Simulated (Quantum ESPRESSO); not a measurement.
Runs of Quantum ESPRESSO 7.5 on Be. The structure is hexagonal, space group P6_3/mmc (No. 194). The conventional cell has a = 2.285 Å, b = 2.285 Å, c = 3.584 Å, α = 90.00°, β = 90.00°, γ = 120.00°. Around Be (site symmetry -6m2) lie 12 Be at 2.23 to 2.29 Å. 

```csv
task,level,potentials or basis,cell,k mesh,cutoff (eV),smearing,form of the LDA correlation,mixing beta,q mesh,k mesh for the Wannier functions,iterations,other keys,gap on the mesh (eV),pressure (GPa)
phonons,LDA,JTH 2.0 LDA,relaxed,13 × 13 × 8,490,methfessel-paxton 0.272 eV,PW92,0.5,-,-,-,-,none,-0.5
phonon dispersion,LDA,JTH 2.0 LDA,relaxed,14 × 14 × 8,490,cold 0.2 eV,PW92,0.5,2 × 2 × 2,-,-,-,none,-0.5
phonons,PBEsol,GBRV 1.5 PBEsol,relaxed,13 × 13 × 8,612,cold 0.136 eV,-,0.5,-,-,-,-,none,0.0
Wannier functions,LDA,JTH 2.0 LDA,as given,10 × 10 × 6,490,fermi-dirac 0.05 eV,PW92,0.5,-,8 × 8 × 5,-,-,none,-8.5
energy-loss spectrum,LDA,PseudoDojo 0.4.1 SR LDA standard,as given,10 × 10 × 6,1197,gaussian 0.2 eV,PW92,0.7,-,-,200,mixing_beta = 0.7; diagonalization = paro,none,(a)
```

Alike in all rows: no spin polarisation.

Question: Estimate the missing entries.

Answer: (a) -7.9.

Caveats: the mesh is thin for the phonons of a metal (some runs); the cutoff is low for these files, which shifts pressure and relaxed volume (some runs); the wave vector is under the mesh spacing, so the intraband response is poorly sampled (some runs).

A gap of «none» marks a metal or a gap under the smearing width.

Runs at the PBE level aren't shown here.
